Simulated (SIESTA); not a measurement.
Bi:

```
Bi
1.0
     3.48860   -3.13258    0.00000
     3.48860    3.13258    0.00000
    -1.26023    0.00000    3.11355
Bi
2
Cartesian
  4.1738 0.0000 2.6695
  1.5432 0.0000 0.4440
```

This isn't the form of Bi at room conditions, which is rhombohedral.

* Program: SIESTA 5.4.2
* Task: single point
* Functional: PBE
* Potentials or basis: PseudoDojo 0.4 standard (PBE files)
* Basis: DZP (energy shift 0.003 Ry; two zetas on semicore shells)
* Grid cutoff: 500 Ry
* Energy shift: 0.003 Ry
* k mesh: 6 × 6 × 9
* Occupations: fermi-dirac, width 0.05 eV
* Spin: no spin polarisation

On this cell: pressure 0.6 GPa; largest force 0.008 eV/Å; band gap on the k mesh none (metal or under the smearing width).

The same run follows on a disturbed copy (atoms moved at random, drawn with an rms of 0.05 Å):

```
CELL_PARAMETERS angstrom
3.48860 -3.13258 0.00000
3.48860 3.13258 0.00000
-1.26023 0.00000 3.11355
ATOMIC_POSITIONS crystal
Bi 0.75023 0.75159 0.84910
Bi 0.24710 0.25308 0.14475
```

**Question.** What does the disturbed cell give?

**Answer.** The energy (extrapolated to zero smearing) moves by +0.9 meV/atom; pressure 0.5 GPa; largest force 0.079 eV/Å; band gap on the k mesh none (metal or under the smearing width).

Forces on the atoms (eV/Å):
```
Bi   0.064  0.023  0.040
Bi  -0.064 -0.023 -0.040
```

Stress tensor (GPa, compression positive):
```
 0.29 -0.02 -0.54
-0.02 -0.17 -0.02
-0.54 -0.02  1.34
```

Caveats: spin-orbit coupling is left out, which moves the levels of the heavy elements; the basis of atomic orbitals isn't converged, which shifts pressures, moduli and gaps.
